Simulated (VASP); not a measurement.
Here is a VASP 6.6.1 calculation.

Contents of INCAR:

```
SYSTEM = SrCl2
ALGO = Normal
EDIFF = 1E-7
ENCUT = 520
GGA = PE
GGA_COMPAT = .False.
ISIF = 2
ISMEAR = 0
KPAR = 2
LASPH = .True.
LCHARG = .False.
LORBIT = 11
LREAL = .False.
LSORBIT = .True.
LWAVE = .False.
MAGMOM = 0 0 0 0 0 0 0 0 0
NBANDS = 37
NELM = 60
PREC = Accurate
SIGMA = 0.02
```

File KPOINTS:

```
k-points
0
Gamma
  6 6 6
  0 0 0
```

File POSCAR:

```
SrCl2
1.0
    0.0000000000      3.4883500000      3.4883500000
    3.4883500000      0.0000000000      3.4883500000
    3.4883500000      3.4883500000      0.0000000000
Sr Cl
1 2
Direct
    0.0000000000      0.0000000000      0.0000000000
    0.7500000000      0.7500000000      0.7500000000
    0.2500000000      0.2500000000      0.2500000000
```

KPOINTS_OPT

```
path GXWKGLUWLK,UX
20
line-mode
reciprocal
 0.0000000000  0.0000000000  0.0000000000  G
 0.5000000000  0.0000000000  0.5000000000  X

 0.5000000000  0.0000000000  0.5000000000  X
 0.5000000000  0.2500000000  0.7500000000  W

 0.5000000000  0.2500000000  0.7500000000  W
 0.3750000000  0.3750000000  0.7500000000  K

 0.3750000000  0.3750000000  0.7500000000  K
 0.0000000000  0.0000000000  0.0000000000  G

 0.0000000000  0.0000000000  0.0000000000  G
 0.5000000000  0.5000000000  0.5000000000  L

 0.5000000000  0.5000000000  0.5000000000  L
 0.6250000000  0.2500000000  0.6250000000  U

 0.6250000000  0.2500000000  0.6250000000  U
 0.5000000000  0.2500000000  0.7500000000  W

 0.5000000000  0.2500000000  0.7500000000  W
 0.5000000000  0.5000000000  0.5000000000  L

 0.5000000000  0.5000000000  0.5000000000  L
 0.3750000000  0.3750000000  0.7500000000  K

 0.6250000000  0.2500000000  0.6250000000  U
 0.5000000000  0.0000000000  0.5000000000  X
```

Potentials or basis: VASP PAW PBE potentials, release 64 (Sr_sv, Cl).

Command:

```console
$ cat potpaw_PBE.64/Sr_sv/POTCAR potpaw_PBE.64/Cl/POTCAR > POTCAR
$ mpirun -np 2 vasp_ncl > vasp.out
```

(1) What does it give for the pressure?

## Answers

(1) 1.1 GPa.
